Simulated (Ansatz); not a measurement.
Pd:

```
Pd
1.0
    -1.57228    1.57228    1.57228
     1.57228   -1.57228    1.57228
     1.57228    1.57228   -1.57228
Pd
1
Direct
  0.00000 0.00000 0.00000
```

This isn't the form of Pd at room conditions, which is fcc.

- Program: Ansatz 0.2.0
- Task: relaxation of cell and atoms
- Functional: LDA
- Potentials or basis: Ansatz PAW
- Cutoff: 420 eV (not typed: the program's choice for these potentials)
- k mesh: 12 × 12 × 12
- Occupations: fermi-dirac, width 0.05 eV
- Spin: no spin polarisation

At the start: volume 15.55 Å³/atom.

Task: How do energy, volume and symmetry change on relaxing?

Result: It ends after 6 steps and the volume is 14.25 Å³/atom (-8.4 %); space group Im-3m (No. 229, to 0.05 Å).

The path:
| step | energy change (eV) | largest force (eV/Å) | volume (Å³) |
| --- | --- | --- | --- |
| 1 | 0.0000 | 0.0000 | 15.55 |
| 2 | -0.0228 | 0.0000 | 13.34 |
| 3 | -0.0666 | 0.0000 | 14.43 |
| 4 | -0.0682 | 0.0000 | 14.25 |
| 5 | -0.0682 | 0.0000 | 14.25 |
| 6 | -0.0679 | 0.0000 | 14.25 |

Final structure:
```yaml
crystal:
  lattice:
    - [-1.52723, 1.52723, 1.52723]
    - [1.52723, -1.52723, 1.52723]
    - [1.52723, 1.52723, -1.52723]
  atoms:
    - { symbol: Pd, position: [0.00000, 0.00000, 0.00000] }
```

Caveat: the plane-wave basis is chosen anew once the cell has moved, so the energies of steps on either side of that aren't comparable; the PAW data sets come from PBE, with cores solved anew for the run's functional, which leaves a small shift of forces and pressure.
